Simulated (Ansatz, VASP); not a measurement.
# One calculation of HfO2, two programs

```
CELL_PARAMETERS angstrom
0.00000 2.52191 2.52191
2.52191 0.00000 2.52191
2.52191 2.52191 0.00000
ATOMIC_POSITIONS crystal
Hf 0.00000 0.00000 0.00000
O 0.25000 0.25000 0.25000
O 0.75000 0.75000 0.75000
```

Alike in both runs: functional PBEsol; k mesh 8 × 8 × 8; occupations gaussian, width 0.02 eV; no spin polarisation.

Ansatz relaxed the structure, and its values are those at the end. VASP's run is a single point on that final structure, the one shown.

|  | VASP | Ansatz |
| --- | --- | --- |
| version | VASP 6.6.1 | Ansatz 0.2.0 |
| potentials or method | VASP PAW PBE potentials, release 64 (Hf_pv, O) | scalar-relativistic, plane waves, PAW |
| plane-wave cutoff (eV) | 520 | 420 |
| valence electrons in the cell | 22 | 38 |

Ansatz gave:

```
gap on the k mesh at the Fermi level (eV) : 3.69
least direct gap on the mesh (eV)         : 3.69
pressure (GPa)                            : 0.0
```

Question: Estimate VASP's values.

Answer: gap on the k mesh at the Fermi level (eV): 3.71; least direct gap on the mesh (eV): 3.71; pressure (GPa): -3.7.

One of these differences is far larger than is usual between the two programs; its cause wasn't traced. The functional is the same, so the differences come from potentials, cutoffs and numerics. The two sets of potentials don't hold the same shells in valence.

Caveats: the PAW data sets were made with another functional, which shifts forces and pressure a little (VASP); spin-orbit coupling is left out, which moves the levels of the heavy elements. A k mesh can miss the band edges.
